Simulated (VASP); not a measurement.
# ZrC (Fm-3m) in VASP: further runs, part 2 of 2

VASP 6.6.1. Earlier steps stand in the parts before.

## Step 3: Relaxation of cell and atoms, r2SCAN+rVV10

This run uses another cell than the first one, of 13.03 Å³/atom, 0.985 times its volume.

INCAR reads:

```
PREC = Accurate ; ENCUT = 520
EDIFF = 1E-7 ; ISMEAR = 0
SIGMA = 0.1 ; LREAL = F
LASPH = T ; NELM = 80
ALGO = Normal ; ISIF = 3
LWAVE = F ; LCHARG = F
METAGGA = R2SCAN ; LMIXTAU = T
LUSE_VDW = T ; IVDW_NL = 2
BPARAM = 11.95 ; CPARAM = 0.0093
IBRION = 2 ; NSW = 80
EDIFFG = -0.002
```

KPOINTS reads:

```
regular mesh
0
Gamma
  16 16 16
```

POSCAR reads:

```
ZrC                                     
1.0
   -0.0000000000      2.3529970449      2.3529970449
    2.3529970449     -0.0000000000      2.3529970449
    2.3529970449      2.3529970449     -0.0000000000
  Zr              C             
     1     1
Direct
     0.5000000000000000    0.5000000000000000    0.5000000000000000
     0.0000000000000000    0.0000000000000000    0.0000000000000000
```

Potentials or basis: VASP PAW PBE potentials, release 64 (Zr_sv, C).

Started as:

```console
$ cat potpaw_PBE.64/Zr_sv/POTCAR potpaw_PBE.64/C/POTCAR > POTCAR
$ mpirun -np 1 vasp_std > vasp.out
```

OUTCAR:

```text
PREC = Accurate
   ENCUT = 520
   EDIFF = 1E-7
   ISMEAR = 0
   LREAL = F
   LASPH = T
   NELM = 80
   ISIF = 3
   METAGGA = R2SCAN
   IVDW_NL = 2
   BPARAM = 11.95
   IBRION = 2
   NSW = 80
   EDIFFG = -0.002

 ion  position               nearest neighbor table
   1  0.500  0.500  0.500-   2 2.35   2 2.35   2 2.35   2 2.35   2 2.35   2 2.35
   2  0.000  0.000  0.000-   1 2.35   1 2.35   1 2.35   1 2.35   1 2.35   1 2.35

  LATTYP: Found a face centered cubic cell.
 ALAT       =     4.7059940898

  Lattice vectors:

 A1 = (   0.0000000000,   2.3529970449,   2.3529970449)
 A2 = (   2.3529970449,   0.0000000000,   2.3529970449)
 A3 = (   2.3529970449,   2.3529970449,   0.0000000000)

Analysis of symmetry for initial positions (statically):
=====================================================================
 Subroutine PRICEL returns:
 Original cell was already a primitive cell.

 Routine SETGRP: Setting up the symmetry group for a
 face centered cubic supercell.

 Subroutine GETGRP returns: Found 48 space group operations
 (whereof 48 operations were pure point group operations)
 out of a pool of 48 trial point group operations.

The static configuration has the point symmetry O_h .

Analysis of symmetry for dynamics (positions and initial velocities):
=====================================================================
 Subroutine PRICEL returns:
 Original cell was already a primitive cell.

 Routine SETGRP: Setting up the symmetry group for a
 face centered cubic supercell.

 Subroutine GETGRP returns: Found 48 space group operations
 (whereof 48 operations were pure point group operations)
 out of a pool of 48 trial point group operations.

The dynamic configuration has the point symmetry O_h .

 Subroutine INISYM returns: Found 48 space group operations
 (whereof 48 operations are pure point group operations),
 and found     1 'primitive' translations

----------------------------------------------------------------------------------------

                                     Primitive cell

  volume of cell :      26.0552

  direct lattice vectors                    reciprocal lattice vectors
     0.000000000  2.352997045  2.352997045    -0.212494955  0.212494955  0.212494955
     2.352997045  0.000000000  2.352997045     0.212494955 -0.212494955  0.212494955
     2.352997045  2.352997045  0.000000000     0.212494955  0.212494955 -0.212494955

  length of vectors
     3.327640333  3.327640333  3.327640333     0.368052058  0.368052058  0.368052058

  position of ions in fractional coordinates (direct lattice)
     0.500000000  0.500000000  0.500000000
     0.000000000  0.000000000  0.000000000

  ion indices of the primitive-cell ions
   primitive index   ion index
                 1           1
                 2           2

----------------------------------------------------------------------------------------

 KPOINTS: regular mesh

Automatic generation of k-mesh.
 Grid dimensions read from file:
[... 24 lines left out ...]
  0.125000  0.000000  0.000000      8.000000
  0.187500  0.000000  0.000000      8.000000
  0.250000  0.000000  0.000000      8.000000
  0.312500  0.000000  0.000000      8.000000
[... 16 lines left out ...]
 -0.125000  0.062500  0.000000     24.000000
 -0.062500  0.062500  0.000000     12.000000
 [... further k-points ...]
   k-points           NKPTS =    145   k-points in BZ     NKDIM =    145   number of bands    NBANDS=     12
   number of dos      NEDOS =    301   number of ions     NIONS =      2
   total plane-waves  NPLWV =  21952
   dimension x,y,z NGX =    28 NGY =   28 NGZ =   28
   dimension x,y,z NGXF=    56 NGYF=   56 NGZF=   56
   ions per type =               1   1
   NGX,Y,Z   is equivalent  to a cutoff of  13.99, 13.99, 13.99 a.u.
   NGXF,Y,Z  is equivalent  to a cutoff of  27.98, 27.98, 27.98 a.u.
 SYSTEM =  unknown system
   PREC   = accura    normal or accurate (medium, high low for compatibility)
   ISTART =      0    job   : 0-new  1-cont  2-samecut
   ICHARG =      2    charge: 1-file 2-atom 10-const
   ISPIN  =      1    spin polarized calculation?
   LNONCOLLINEAR =      F non collinear calculations
   LSORBIT =      F    spin-orbit coupling
   LASPH  =      T    aspherical Exc in radial PAW
   ENCUT  =  520.0 eV  38.22 Ry    6.18 a.u.   6.19  6.19  6.19*2*pi/ulx,y,z
   NELM   =     80;   NELMIN=  2; NELMDL= -5     # of ELM steps
   EDIFF  = 0.1E-06   stopping-criterion for ELM
   LREAL  =      F    real-space projection
   EDIFFG = -.2E-02   stopping-criterion for IOM
   NSW    =     80    number of steps for IOM
   IBRION =      2    ionic relax: 0-MD 1-quasi-New 2-CG
   NFREE  =      1    steps in history (QN), initial steepest desc. (CG)
   ISIF   =      3    stress and relaxation
   ISYM   =      2    0-nonsym 1-usesym 2-fastsym
   POTIM  = 0.5000    time-step for ionic-motion
   TEBEG  =    0.0;   TEEND  =   0.0 temperature during run
   PSTRESS=    0.0 pullay stress
   NELECT =      16.0000    total number of electrons
   NUPDOWN=      -1.0000    fix difference up-down
   EMIN   =  10.00;   EMAX   =-10.00  energy-range for DOS
   EFERMI =   0.00;   METHOD = LEGACY
   ISMEAR =     0;   SIGMA  =   0.10  broadening in eV -4-tet -1-fermi 0-gaus
   EFERMI_NEDOS =   21; number of points for ismear=-14 and -15
   IALGO  =     38    algorithm
   IMIX   =      4    mixing-type and parameters
     AMIX     =   0.40;   BMIX     =  1.00
     AMIX_MAG =   1.60;   BMIX_MAG =  1.00
  volume/ion in A,a.u.               =      13.03        87.91
  Fermi-wavevector in a.u.,A,eV,Ry     =   1.391501  2.629555 26.344612  1.936274
  Thomas-Fermi vector in A             =   2.515334
   LORBIT       =      0    0 simple, 1 ext, 2 COOP (PROOUT), +10 PAW based schemes
   METAGGA = R2SCAN    functional components
   LHFCALC =     F    Hartree Fock is set to
   AEXX    =    0.0000 exact exchange contribution
   IVDW_NL    =     2    kernel type
   BPARAM     =11.9500
   IVDW    =     0    specifies the selected vdW correction
   LEPSILON=     F    determine dielectric tensor
   LRPA    =     F    only Hartree local field effects (RPA)
 conjugate gradient relaxation of ions
 non-spin polarized calculation
 Gauss-broadening in eV      SIGMA  =   0.10
  energy-cutoff  :      520.00
  volume of cell :       26.06
 maximum number of plane-waves:       725
 NGX is ok and might be reduce to    28

 number of electron      16.0000000 magnetization

 Free energy of the ion-electron system (eV)
  ---------------------------------------------------
  ext. energy  EPLUGINS =         0.00000000
  ---------------------------------------------------
  free energy    TOTEN  =       -34.48892605 eV

  energy without entropy =      -34.48716306  energy(sigma->0) =      -34.48804455

 E-fermi :   9.5999     XC(G=0): -12.9490

 val. band max:        9.5992253370   @ k =   0.5000   0.5000   0.0000
 cond. band min:       9.6088394864   @ k =  -0.0625   0.0625   0.0000
 fundamental gap:      0.0096141494
 Fermi energy:         9.5998547431

 k-point     1 :       0.0000    0.0000    0.0000
  band No.  band energies     occupation
      1     -40.2129      2.00000
      2     -17.2197      2.00000
      3     -17.2197      2.00000
      4     -17.2197      2.00000
      5      -2.4332      2.00000
      6      10.5224      0.00000
      7      10.5224      0.00000
      8      10.5224      0.00000
      9      10.9061      0.00000
     10      10.9061      0.00000
     11      10.9061      0.00000
     12      12.5587      0.00000
[... 331 lines left out ...]
 k-point    24 :      -0.0625    0.0625    0.0000
  band No.  band energies     occupation
      1     -40.2025      2.00000
      2     -17.3057      2.00000
      3     -17.2421      2.00000
      4     -17.2208      2.00000
      5      -2.1943      2.00000
      6       9.1820      2.00000
      7       9.3686      1.99892
      8       9.6088      0.89889
      9      11.0538      0.00000
     10      11.6602      0.00000
     11      11.6969      0.00000
     12      13.2099      0.00000

 [... further k-points ...]
[... 5 lines left out ...]
  --------------------------------------------------------------------------------------
  -------------------------------------------------------------------------------------
  Total        0.0001306      0.0001306      0.0001306     -0.0000000     -0.0000000      0.0000000
  in kB        0.0080280      0.0080280      0.0080280     -0.0000000     -0.0000000      0.0000000
  external PRESSURE =       0.0080280 kB  Pullay stress =       0.0000000 kB

 VOLUME and BASIS-vectors are now :
 -----------------------------------------------------------------------------
  energy-cutoff  :      520.00
  volume of cell :       26.06
      direct lattice vectors                 reciprocal lattice vectors
     0.000000000  2.352997045  2.352997045    -0.212494955  0.212494955  0.212494955
     2.352997045  0.000000000  2.352997045     0.212494955 -0.212494955  0.212494955
     2.352997045  2.352997045  0.000000000     0.212494955  0.212494955 -0.212494955

 POSITION                                       TOTAL-FORCE (eV/Angst)
 -----------------------------------------------------------------------------------
      2.35300      2.35300      2.35300         0.000000      0.000000      0.000000
      0.00000      0.00000      0.00000        -0.000000     -0.000000     -0.000000
 -----------------------------------------------------------------------------------
    total drift:                                0.000000      0.000000      0.000000

  FREE ENERGIE OF THE ION-ELECTRON SYSTEM (eV)
  ---------------------------------------------------
  free  energy   TOTEN  =       -34.4889260479 eV

  energy  without entropy=      -34.4871630596  energy(sigma->0) =      -34.48804455

 reached required accuracy - stopping structural energy minimisation
```

OSZICAR:

```text
N       E                     dE             d eps       ncg     rms          rms(c)
DAV:   1     0.864650464490E+02    0.86465E+02   -0.92038E+03  3488   0.139E+03
DAV:   2    -0.355604565164E+02   -0.12203E+03   -0.11531E+03  4020   0.342E+02
DAV:   3    -0.439154703765E+02   -0.83550E+01   -0.82520E+01  6524   0.754E+01
DAV:   4    -0.441040403963E+02   -0.18857E+00   -0.18823E+00  4192   0.864E+00
[... 17 lines left out ...]
DAV:  22    -0.344889250835E+02    0.31212E-06   -0.11060E-08  1852   0.109E-03    0.266E-02
DAV:  23    -0.344889257984E+02   -0.71483E-06   -0.78348E-08  1828   0.342E-03    0.234E-02
DAV:  24    -0.344889248447E+02    0.95367E-06   -0.15790E-07  2312   0.465E-03    0.189E-02
DAV:  25    -0.344889259771E+02   -0.11324E-05   -0.54236E-07  4032   0.830E-03    0.100E-02
DAV:  26    -0.344889260479E+02   -0.70885E-07   -0.59904E-08  1784   0.324E-03
   1 F= -.34488926E+02 E0= -.34488045E+02  d E =-.344889E+02
```

CONTCAR:

```text
ZrC
   1.00000000000000
     0.0000000000000000    2.3529970448999999    2.3529970448999999
     2.3529970448999999    0.0000000000000000    2.3529970448999999
     2.3529970448999999    2.3529970448999999    0.0000000000000000
  Zr              C
     1     1
Direct
     0.5000000000000000    0.5000000000000000    0.5000000000000000
     0.0000000000000000    0.0000000000000000    0.0000000000000000

  0.00000000E+00  0.00000000E+00  0.00000000E+00
  0.00000000E+00  0.00000000E+00  0.00000000E+00
```

Run time: 4.7 min. Hardware: 1 thread of AMD EPYC 9R45 (Zen 5), shared host; peak memory 0.27 GiB.

What came out:

```yaml
Free_energy: -34.4889 eV
Pressure_after_relaxing: 0.0 GPa
Band_gap_on_the_k_mesh: none (metal or under the smearing width)
```

Final structure:
```xyz
2
Lattice="0.0000 2.3530 2.3530 2.3530 0.0000 2.3530 2.3530 2.3530 0.0000" Properties=species:S:1:pos:R:3 pbc="T T T"
Zr    2.3530    2.3530    2.3530
C     0.0000    0.0000    0.0000
```

Levels at points of the mesh, in eV from the Fermi level:
| k point | band 6 | band 7 | band 8 | band 9 | band 10 | band 11 |
| --- | --- | --- | --- | --- | --- | --- |
| (0.00, 0.00, 0.00) | 0.92 | 0.92 | 0.92 | 1.31 | 1.31 | 1.31 |
| (0.50, 0.00, 0.00) | -5.47 | -3.10 | -3.10 | 4.80 | 4.80 | 5.69 |
| (0.50, 0.50, 0.00) | -2.22 | -1.64 | 0.00 | 0.00 | 4.61 | 5.97 |

Caveat: the relaxation stopped at its first step, so nothing moved; the PAW data sets were made with another functional, which shifts forces and pressure a little.
